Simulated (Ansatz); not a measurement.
This run works on a generated trial structure, not on a known crystal.

Input and command of a plane-wave DFT calculation in Ansatz:

```yaml
crystal:
  lattice:
    - [4.5266414, 0.0, 0.0]
    - [0.0, 4.5266414, 0.0]
    - [0.0, 0.0, 4.4041848]
  atoms:
    - { symbol: Co, position: [0.0, 0.0, 0.5], spin: 3.0 }
    - { symbol: Co, position: [0.5, 0.5, 0.0], spin: 3.0 }
    - { symbol: Pd, position: [0.0, 0.0, 0.0] }
    - { symbol: Pd, position: [0.5, 0.5, 0.5] }
    - { symbol: O, position: [0.7769726, 0.7769726, 0.0] }
    - { symbol: O, position: [0.2230274, 0.2230274, 0.0] }
    - { symbol: O, position: [0.7230274, 0.2769726, 0.5] }
    - { symbol: O, position: [0.2769726, 0.7230274, 0.5] }
basis:
  ecutwfc: 420
kpoints:
  mp_grid: { grid: [3, 3, 3] }
hamiltonian:
  xc: pbe
scf:
  occupations: { method: gaussian, width: 0.15 }
  lower_state_search: "off"
output:
  forces: true
  stress: true
  eigenvalues: true
  populations: true
magnetization:
  spin_polarized: true
relax:
  adjacent_minimum: "off"
  f_tol: 0.08
  max_steps: 16
  cell: { stress_tol: 0.8 }
```

```bash
ansatz run input.yaml --threads 1 --pin off --max-ram 2560MiB --backend cpu --events-out ev --progress --plain --runs-dir out
```

Processor: Arm Neoverse V1, 1 thread, on a host shared with other jobs.

**Question.** Estimate time, memory and problem size.

**Answer.** About 83 s, peak memory 0.45 GiB. It solves 60 bands at 6 k points (after reduction by symmetry) with about 2557 plane waves (on the last cell), in 160 SCF iterations over 10 ionic steps.
